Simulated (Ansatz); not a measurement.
## CO₂: do energies and stresses tell the same story?

Level of theory: DFT r2SCAN, scalar-relativistic, plane waves, PAW (Ansatz 0.2.0).

Plane waves to 500 eV, a k mesh through Γ of 6×6×6 on the computed 6-atom cell and Gaussian smearing (0.02 eV); no spin polarisation.

Relaxed cell: P4_2/mnm, a = 4.364 Å, b = 4.364 Å, c = 4.646 Å, α = 90.00°, β = 90.00°, γ = 90.00°, 6 atoms in the primitive cell. This rutile-type form isn't the usual stable structure of the compound.

Energies at zero smearing and pressures from the stress tensor, at volumes with shape and atoms relaxed:
| V (Å³/atom) | E − E(first) (meV/atom) | P (GPa) |
| --- | --- | --- |
| 13.859 | 0.00 | 0.543 |
| 14.301 | -1.02 | 0.243 |
| 14.743 | -1.32 | -0.004 |
| 15.185 | -1.04 | -0.173 |
| 15.628 | -0.37 | -0.279 |

**Question.** Check P = −dE/dV between neighbouring volumes, and get the bulk modulus from the pressures alone.

**Answer.** With 1 eV/Å³ = 160.2 GPa:
| middle V (Å³/atom) | −ΔE/ΔV (GPa) | mean P (GPa) |
| --- | --- | --- |
| 14.080 | 0.370 | 0.393 |
| 14.522 | 0.108 | 0.119 |
| 14.964 | -0.100 | -0.089 |
| 15.407 | -0.244 | -0.226 |

The two differ by 0.023 GPa at most. The mean of two end pressures misses the average over a step by about ΔV² P″/12, up to 0.006 GPa here; with that taken off 0.020 GPa remains, from the finite cutoff, the mesh or the relaxation's tolerance. Around V = 14.743 Å³/atom, the two neighbours give B = −V ΔP/ΔV = 14.743 × 0.416 / 0.885 = 6.9 GPa, against B0 = 6.7 GPa from the Birch–Murnaghan fit of the energies.

The cell holds molecules, and where no dispersion correction was added their binding is poorly described.

Cost: 6 runs of about 5.3 core-minutes in all, on AMD EPYC 7R13 Processor (Zen 3) (shared hosts).